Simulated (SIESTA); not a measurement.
Runs of SIESTA 5.4.2 on Na. Symmetry: Im-3m, No. 229, cubic system. The conventional cell has a = 4.282 Å, b = 4.282 Å, c = 4.282 Å, α = 90.00°, β = 90.00°, γ = 90.00°. Na (site symmetry m-3m) has 8 Na at 3.71 Å as nearest neighbours. 

```csv
potentials or basis,gap on the mesh (eV),pressure (GPa)
"PseudoDojo 0.4 standard (PBE files), TZDP (energy shift 0.003 Ry; two zetas on semicore shells)",none,-0.4
"PseudoDojo 0.4 standard (PBE files), DZDP (energy shift 0.003 Ry; two zetas on semicore shells)",none,-0.4
"PseudoDojo 0.4 standard (PBE files), TZP (energy shift 0.003 Ry; two zetas on semicore shells)",none,-0.4
"PseudoDojo 0.4 standard (PBE files), SZP (energy shift 0.003 Ry; radii capped at 9.5 bohr)",none,-0.2
"PseudoDojo 0.4 standard (PBE files), DZP (energy shift 0.003 Ry; two zetas on semicore shells)",none,(a)
```

Alike in all rows: task single point; level PBE; no spin polarisation; cell as given; k mesh 9 × 9 × 9; smearing fermi-dirac 0.05 eV; grid cutoff 800 Ry; energy shift 0.003 Ry.

Task: Estimate the missing entries.

Result: (a) -0.3.

Caveats: the basis of atomic orbitals isn't converged, which shifts pressures, moduli and gaps.

A gap of «none» marks a metal or a gap under the smearing width.
